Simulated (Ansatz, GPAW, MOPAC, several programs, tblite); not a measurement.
# Te2Mo (a single layer): cheap methods against density-functional theory

Aim: run Te2Mo as a single layer in vacuum through methods of unlike cost and see what each gets, and at what price.

Program: MOPAC, tblite, GPAW, Ansatz (versions at each run). Level of theory: no spin polarisation, static lattice; gaps from single points on the cell relaxed beforehand with r²SCAN. These are calculated values, not measurements.

## 1. The system as given

The structure is trigonal, space group P-3m1 (No. 164). Conventional cell: a = 3.530 Å, b = 3.530 Å, c = 30.998 Å, α = 90.00°, β = 90.00°, γ = 120.00°. Mo (site symmetry -3m) is surrounded by 6 Te at 2.74 Å. Te (site symmetry 3m) is surrounded by 3 Mo at 2.74 Å.

Coordinates:

```
CELL_PARAMETERS angstrom
3.53050 0.00000 0.00000
-1.76525 3.05750 0.00000
0.00000 0.00000 30.99778
ATOMIC_POSITIONS crystal
Mo 0.00000 0.00000 0.29034
Te 0.33333 0.66667 0.34931
Te 0.66667 0.33333 0.23138
```

The cell holds a single layer (1T monolayer) with vacuum along c; the form is built, and need not be the compound's stable one.

**Question.** The methods are PM6, PM7, GFN1-xTB (tblite), GFN2-xTB (tblite), PBE/single-zeta, coarse PBE, PBE, r2SCAN. What gap does r2SCAN give on this cell, and which other methods (full PBE left aside) come nearest to r2SCAN and farthest in gap?

```
                                      quantity                                                                                  value
                                        r2SCAN                                                                                 no gap
gap: nearest and farthest of the other methods  GFN1-xTB (tblite), GFN2-xTB (tblite), PBE/single-zeta, coarse PBE (about 0.00 eV off)
```

In words: For the gap (full PBE left aside), GFN1-xTB (tblite), GFN2-xTB (tblite), PBE/single-zeta, coarse PBE tie for nearest to r2SCAN. A minimal basis or a coarse cutoff and mesh shifts results by its own error, so closeness to r2SCAN can be chance. Cluster runs see only the k-points that fold onto the zone centre, so their gaps can miss the band edges. PM7, PM6 ended in an unphysical state and are left out of the comparison. Overlaps count as a gap of zero in the misses; they are PBE/single-zeta -0.15, coarse PBE -0.18, PBE -0.18, r2SCAN -0.18 eV. CPU times run from 1.1 s (GFN1-xTB (tblite)) to 36 s (r2SCAN). r2SCAN is a yardstick, not the truth. Spin-orbit coupling is left out throughout.
